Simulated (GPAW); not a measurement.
CdSe: single point with PBE

Crystal: CdSe.

```
Cd Se
1.0
     4.06439    0.00000    0.00000
     2.03220    3.51987    0.00000
     2.03220    1.17329    3.31856
Cd Se
1 1
Direct
  0.00000 0.00000 0.00000
  0.50000 0.50000 0.50000
```

Measurements of this composition are mostly on another form, of space group No. 186.

The cell isn't the ideal one: the cell as VASP's run set it.

```
Program             : GPAW 26.7.0
Task                : single point
Functional          : PBE
Potentials or basis : GPAW PAW data sets (gpaw-data 1.2.1)
Cutoff              : 600 eV
Basis               : pw
k mesh              : 8 × 8 × 8
Occupations         : gaussian, width 0.05 eV
Spin                : no spin polarisation
Maxiter             : 150
```

* Pressure: -0.5 GPa
* Band gap on the k mesh: none (metal or under the smearing width)

Levels at points of the mesh, in eV from the Fermi level:
| k point | band 5 | band 6 | band 7 | band 8 | band 9 | band 10 | band 11 | band 12 | band 13 | band 14 |
| --- | --- | --- | --- | --- | --- | --- | --- | --- | --- | --- |
| (0.00, 0.00, 0.00) | -7.88 | -7.88 | -0.66 | -0.66 | -0.66 | 0.05 | 8.64 | 8.64 | 8.64 | 9.70 |
| (0.50, 0.50, 0.00) | -7.70 | -7.22 | -4.11 | -2.09 | -2.09 | -0.49 | 5.47 | 9.64 | 10.23 | 10.23 |
| (0.50, 0.50, 0.50) | -7.75 | -7.75 | -4.95 | -0.07 | -0.07 | 2.98 | 5.21 | 5.21 | 5.88 | 11.21 |

Run time: 7.1 s on 1 thread of AMD EPYC 9R45 96-Core Processor (Zen 5), with other jobs on the host, peak memory 0.16 GiB.
